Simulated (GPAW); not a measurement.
# Dielectric function and optical constants of TaN, part 2 of 2

Aim: the dielectric function of TaN, and the optical constants that follow from it.

GPAW 26.7.0; DFT, PBE, plane-wave PAW (GPAW data sets), scalar-relativistic, RPA, optical limit.

So far. Step 2 (Ground state): There are states at the Fermi level within the smearing, so the occupations stay smeared and the carriers get a Drude term.

## Step 4: Dielectric function, RPA

Transitions between filled and empty bands, summed over the zone, give the optical response, so mesh, band count and broadening shape it.

The induced potential is part of this response.

This step: DFT, PBE, plane-wave PAW (GPAW data sets), scalar-relativistic, RPA, optical limit (GPAW 26.7.0).

df.py reads:

```python
from gpaw.response.df import DielectricFunction

df = DielectricFunction('full.gpw', frequencies={'type': 'nonlinear', 'domega0': 0.03, 'omega2': 8},
                        ecut=30,
                        eta=0.2,
                        nbands=39,
                        rate=0.03,
                        txt='df.txt')
for direction in ['x', 'z']:
    df.get_dielectric_function(xc='RPA', direction=direction, filename=f'df_{direction}.csv')
```

On the command line:

```sh
$ OMP_NUM_THREADS=1 python df.py
```

Numbers of over 12 decimals in the logs are rounded to 6 here.

The program printed:

```text
Using integrator: PointIntegrator
NonLinearFrequencyDescriptor(from 0.000 to 97.120 eV, 538 points)
Nonperiodic BCs:  [False False False]
Using integrator: PointIntegrator
NonLinearFrequencyDescriptor(from 0.000 to 97.120 eV, 538 points)
Nonperiodic BCs:  [False False False]
Using integrator: PointIntegrator

Calculating chi0 body with:
    Ground state adapter containing:
    Number of spins: 1
    Number of kpoints: 1728
    Number of irreducible kpoints: 193
    Number of completely occupied states: 16
    Number of partially occupied states: 22

    Linear response parametrization:
    q_c: [0.0, 0.0, 0.0]
    Number of frequency points: 538
    Planewave cutoff: 30.0
    Number of bands: 39
    Number of planewaves: 23
    Broadening (eta): 0.2

Integrating chi0 body.

Symmetries of q_c:
    Direct symmetries (Uq -> q): 12
    Indirect symmetries (TUq -> q): 0
In total 12 allowed symmetries.

193 groups of equivalent kpoints. 88.831019% reduction.

Integral kind: spectral function

Calculating chi0 optical extensions with:
    Ground state adapter containing:
    Number of spins: 1
    Number of kpoints: 1728
    Number of irreducible kpoints: 193
    Number of completely occupied states: 16
    Number of partially occupied states: 22

    Linear response parametrization:
    Number of frequency points: 538
    Planewave cutoff: 30.0
    Number of bands: 39
    Number of planewaves: 23
    Broadening (eta): 0.2
Integrating chi0 head and wings.

Symmetries of q_c:
    Direct symmetries (Uq -> q): 12
    Indirect symmetries (TUq -> q): 0
In total 12 allowed symmetries.

193 groups of equivalent kpoints. 88.831019% reduction.

Integral kind: spectral function wings

Calculating drude chi0 with:
    Number of frequency points:538
    Plasma frequency decay rate: 0.03 eV

    Ground state adapter containing:
    Number of spins: 1
    Number of kpoints: 1728
    Number of irreducible kpoints: 193
    Number of completely occupied states: 16
    Number of partially occupied states: 22

Symmetries of q_c:
    Direct symmetries (Uq -> q): 12
    Indirect symmetries (TUq -> q): 0
In total 12 allowed symmetries.

193 groups of equivalent kpoints. 88.831019% reduction.

Integral kind: intraband
Plasma frequency:
[[5.18-0.j 0.  +0.j 0.  +0.j]
 [0.  +0.j 5.18-0.j 0.  +0.j]
 [0.  +0.j 0.  +0.j 8.69+0.j]]
```

The job ended after 27 s (1 thread of Intel Xeon Platinum 8375C at 2.90GHz (Ice Lake), shared host; peak memory 0.25 GiB).

Some rows of df_x.csv (energy; Re and Im without local fields; Re and Im with them):

```text
0.000000, 29865.398944, -0.000000, 29865.306478, -0.000000
0.555532, -40.190229, 51.881736, -40.259049, 51.894589
1.143969, -18.853896, 37.734411, -18.912604, 37.752025
1.768324, -9.849276, 16.756755, -9.956986, 16.791434
2.431988, -4.136802, 11.449766, -4.239853, 11.461398
3.138794, -2.168766, 7.400389, -2.293700, 7.424049
3.893091, 0.041162, 5.955059, -0.079688, 5.948938
4.699832, 2.088735, 5.328417, 1.945820, 5.334734
5.564682, 2.635364, 4.836910, 2.487200, 4.795337
6.494155, 2.969795, 4.813222, 2.894504, 4.756382
7.495775, 3.173278, 4.937829, 3.046659, 4.942401
8.578281, 3.792639, 6.864353, 3.642654, 6.862730
9.751884, 0.373522, 8.576896, 0.223297, 8.536410
11.028587, -1.524041, 6.836602, -1.743691, 6.663334
12.422601, -2.904286, 4.205625, -2.910310, 4.020759
13.950874, -2.036788, 2.237593, -2.068947, 2.116274
15.633783, -0.814880, 1.355934, -0.835145, 1.210602
17.496047, -0.452419, 1.721905, -0.259788, 1.632968
19.567954, -0.204406, 1.264330, -0.109842, 1.258562
```

Sum at mesh points, not converged in k. Table of Im ε by photon energy; read off at these points:

| photon energy (eV) | E ∥ x | E ∥ z |
| --- | --- | --- |
| 1.0 | 46.6 | 41.6 |
| 2.0 | 14.3 | 20.2 |
| 3.0 | 8.48 | 13.4 |
| 4.0 | 5.52 | 9.47 |
| 5.0 | 5.33 | 6.45 |
| 6.0 | 5.05 | 6.02 |
| 7.0 | 4.91 | 5.28 |
| 8.0 | 5.06 | 6.58 |
| 9.0 | 7.44 | 6.99 |
| 9.5 | 9.03 | 7.56 |
| 10.0 | 7.68 | 7.75 |
| 11.0 | 6.70 | 5.77 |
| 12.0 | 5.20 | 3.81 |
| 13.0 | 3.03 | 2.79 |
| 14.0 | 2.06 | 1.95 |
| 15.0 | 1.35 | 1.36 |
| 16.0 | 1.12 | 1.63 |
| 17.0 | 1.52 | 1.78 |
| 18.0 | 1.44 | 1.94 |
| 19.0 | 1.33 | 1.18 |

Values under 1 per cm are given as 1; sum at mesh points, not converged in k. Table of absorption coefficient by photon energy:

| photon energy (eV) | E ∥ x (1/cm) | E ∥ z (1/cm) |
| --- | --- | --- |
| 0.492 | 4.2e5 | 8.1e5 |
| 1.010 | 6.0e5 | 8.4e5 |
| 1.486 | 6.9e5 | 8.5e5 |
| 1.985 | 6.7e5 | 9.8e5 |
| 2.508 | 7.1e5 | 9.8e5 |
| 3.018 | 7.4e5 | 1.0e6 |
| 3.510 | 6.8e5 | 9.7e5 |
| 3.980 | 6.8e5 | 1.0e6 |
| 4.516 | 6.3e5 | 1.2e6 |
| 4.981 | 6.9e5 | 1.1e6 |
| 5.515 | 6.8e5 | 9.8e5 |
| 6.021 | 7.5e5 | 1.0e6 |
| 6.494 | 7.6e5 | 1.1e6 |
| 6.985 | 8.3e5 | 1.1e6 |
| 7.496 | 8.9e5 | 1.1e6 |
| 8.026 | 8.9e5 | 1.3e6 |
| 8.516 | 1.2e6 | 1.5e6 |
| 9.023 | 1.4e6 | 1.6e6 |
| 9.483 | 1.8e6 | 1.9e6 |
| 10.026 | 2.0e6 | 2.1e6 |
| 10.519 | 2.2e6 | 2.3e6 |
| 11.029 | 2.3e6 | 2.4e6 |
| 11.479 | 2.4e6 | 2.5e6 |
| 12.023 | 2.5e6 | 2.4e6 |
| 12.504 | 2.5e6 | 2.3e6 |
| 13.000 | 2.4e6 | 2.2e6 |
| 13.512 | 2.3e6 | 2.3e6 |
| 14.040 | 2.2e6 | 2.2e6 |
| 14.493 | 2.1e6 | 2.0e6 |
| 14.960 | 1.9e6 | 1.8e6 |
| 15.536 | 1.7e6 | 1.7e6 |
| 16.031 | 1.5e6 | 1.6e6 |
| 16.541 | 1.4e6 | 1.8e6 |
| 16.959 | 1.5e6 | 1.8e6 |
| 17.496 | 1.7e6 | 1.9e6 |
| 18.049 | 1.7e6 | 2.2e6 |
| 18.504 | 1.7e6 | 2.2e6 |
| 18.969 | 1.7e6 | 2.1e6 |
| 19.447 | 1.6e6 | 1.8e6 |

The loss function −Im 1/ε at q → 0 has structure finer than the step of the table below, so its rows give means over 0.5 eV, whole bins alone (the curve runs from 0.305 to 19.9 eV). Peaks (eV: height): E ∥ x 16.54: 0.817, 19.57: 0.789; E ∥ z 15.83: 0.635.

Sum at mesh points, not converged in k. Loss function −Im 1/ε at q → 0 against energy loss; means over each step:

| energy loss (eV) | E ∥ x | E ∥ z |
| --- | --- | --- |
| 1.0 | 0.0191 | 0.00789 |
| 1.5 | 0.0320 | 0.0194 |
| 2.0 | 0.0563 | 0.0272 |
| 2.5 | 0.0796 | 0.0432 |
| 3.0 | 0.110 | 0.0565 |
| 3.5 | 0.148 | 0.0828 |
| 4.0 | 0.181 | 0.0950 |
| 4.5 | 0.173 | 0.0999 |
| 5.0 | 0.167 | 0.138 |
| 5.5 | 0.167 | 0.170 |
| 6.0 | 0.156 | 0.163 |
| 6.5 | 0.154 | 0.163 |
| 7.0 | 0.148 | 0.183 |
| 7.5 | 0.144 | 0.171 |
| 8.0 | 0.120 | 0.145 |
| 8.5 | 0.112 | 0.144 |
| 9.0 | 0.111 | 0.141 |
| 9.5 | 0.108 | 0.134 |
| 10.0 | 0.128 | 0.130 |
| 10.5 | 0.129 | 0.128 |
| 11.0 | 0.139 | 0.137 |
| 11.5 | 0.149 | 0.145 |
| 12.0 | 0.153 | 0.159 |
| 12.5 | 0.166 | 0.188 |
| 13.0 | 0.192 | 0.223 |
| 13.5 | 0.218 | 0.222 |
| 14.0 | 0.246 | 0.247 |
| 14.5 | 0.305 | 0.316 |
| 15.0 | 0.405 | 0.456 |
| 15.5 | 0.533 | 0.548 |
| 16.0 | 0.712 | 0.578 |
| 16.5 | 0.794 | 0.541 |
| 17.0 | 0.667 | 0.543 |
| 17.5 | 0.608 | 0.489 |
| 18.0 | 0.662 | 0.448 |
| 18.5 | 0.717 | 0.482 |
| 19.0 | 0.748 | 0.577 |
| 19.5 | 0.780 | 0.763 |

Sum at mesh points, not converged in k. Table of reflectivity at normal incidence by photon energy; read off at these points:

| photon energy (eV) | E ∥ x (%) | E ∥ z (%) |
| --- | --- | --- |
| 0.50 | 84.9 | 95.8 |
| 1.00 | 73.4 | 87.7 |
| 1.50 | 69.2 | 75.6 |
| 2.00 | 58.8 | 74.4 |
| 2.50 | 52.9 | 67.0 |
| 3.00 | 47.9 | 61.8 |
| 3.50 | 37.2 | 54.3 |
| 4.00 | 32.3 | 48.9 |
| 4.50 | 26.1 | 50.7 |
| 5.00 | 26.3 | 45.1 |
| 5.50 | 23.5 | 34.7 |
| 6.00 | 24.2 | 33.3 |
| 6.50 | 23.0 | 34.0 |
| 7.00 | 23.5 | 29.5 |
| 7.50 | 23.6 | 28.4 |
| 8.00 | 24.0 | 30.7 |
| 8.50 | 29.1 | 32.7 |
| 9.00 | 31.2 | 33.0 |
| 9.50 | 36.9 | 37.3 |
| 10.00 | 37.7 | 39.8 |
| 10.50 | 39.9 | 43.9 |
| 11.00 | 42.2 | 47.5 |
| 11.50 | 44.0 | 48.4 |
| 12.00 | 46.4 | 51.3 |
| 12.50 | 49.1 | 49.8 |
| 13.00 | 49.5 | 46.4 |
| 13.50 | 49.3 | 48.1 |
| 14.00 | 49.8 | 50.4 |
| 14.22 | 50.4 | 50.2 |
| 14.50 | 48.8 | 48.3 |
| 15.00 | 44.7 | 40.4 |
| 15.50 | 38.2 | 33.2 |
| 16.00 | 30.6 | 23.6 |
| 16.50 | 22.3 | 28.4 |
| 17.00 | 19.0 | 24.8 |
| 17.50 | 22.8 | 24.8 |
| 17.72 | 24.1 | 28.1 |
| 18.00 | 23.3 | 30.9 |
| 18.50 | 23.6 | 34.7 |
| 19.00 | 21.1 | 37.7 |
| 19.50 | 20.0 | 29.8 |

Sum at mesh points, not converged in k. The Im ε, E ∥ x by photon energy; read off at these points:

| photon energy (eV) | without local fields | with local fields |
| --- | --- | --- |
| 1.0 | 46.6 | 46.6 |
| 2.0 | 14.3 | 14.3 |
| 3.0 | 8.45 | 8.48 |
| 4.0 | 5.53 | 5.52 |
| 5.0 | 5.35 | 5.33 |
| 6.0 | 5.12 | 5.05 |
| 7.0 | 4.91 | 4.91 |
| 8.0 | 5.06 | 5.06 |
| 9.0 | 7.48 | 7.44 |
| 9.5 | 9.09 | 9.03 |
| 10.0 | 7.71 | 7.68 |
| 11.0 | 6.87 | 6.70 |
| 12.0 | 5.49 | 5.20 |
| 13.0 | 3.17 | 3.03 |
| 14.0 | 2.18 | 2.06 |
| 15.0 | 1.49 | 1.35 |
| 16.0 | 1.27 | 1.12 |
| 17.0 | 1.78 | 1.52 |
| 18.0 | 1.49 | 1.44 |
| 19.0 | 1.36 | 1.33 |

Optical constants at common wavelengths, from n + ik = √ε:

| wavelength (nm) | n x | k x | R (%) x | 1/α x | n z | k z | R (%) z | 1/α z |
| --- | --- | --- | --- | --- | --- | --- | --- | --- |
| 1550 | 4.50 | 6.019 | 72.9 | 20 nm | 2.62 | 10.071 | 90.8 | 12 nm |
| 1064 | 3.35 | 5.473 | 72.6 | 15 nm | 2.36 | 7.001 | 84.4 | 12 nm |
| 532 | 2.01 | 2.991 | 55.3 | 14 nm | 2.02 | 4.163 | 69.4 | 10 nm |
| 365 | 1.74 | 1.924 | 37.9 | 15 nm | 1.62 | 2.937 | 58.1 | 9.9 nm |
| 308 | 1.66 | 1.629 | 31.8 | 15 nm | 1.88 | 2.519 | 48.6 | 9.7 nm |
| 248 | 1.94 | 1.372 | 26.3 | 14 nm | 1.49 | 2.160 | 45.1 | 9.1 nm |
| 193 | 2.03 | 1.165 | 23.0 | 13 nm | 1.79 | 1.757 | 34.2 | 8.7 nm |

In reflection the computed colour is faintly yellow: x = 0.326, y = 0.341, luminous reflectivity 63 %.

## Step 5: Summary of results

What this shows: At this level (PBE, RPA) TaN is a metal. The mesh is too coarse to trust the carriers' weight, the reflectivity or the colour to better than tens of per cent. In reflection the computed colour is faintly yellow: x = 0.326, y = 0.341, luminous reflectivity 63 %. The carriers' damping of 0.03 eV is typed, not computed; it shapes the response at the lowest energies. Spin-orbit coupling is left out although heavy atoms are present. In this version of GPAW the matrix elements of the optical limit are incomplete, which can lower ε − 1 by up to a tenth where first-row anions or d states rule, and shift it by more in d metals. GPAW's carrier term has the form −ωp²/(ω + i·rate)², which damps like twice the rate and fails at low energy, so the curves leave the lowest energies out. The sum runs over mesh points 0.20 Å⁻¹ apart with no interpolation, so peaks are partly noise of the mesh, and the Drude plasma energy, a sum over the Fermi surface, isn't converged.

[Machine, clock and banner lines and Python warnings are left out of the logs.]

[Logs are printed without paths, hosts, clocks, repeated set-up lines and the standing remarks that a program may print on its own settings, such as how far it seeks lower states.]

[Hosts, paths, dates, database ids (printed as entryN), source tags and the programs' standing remarks are cut or masked in the printed files.]
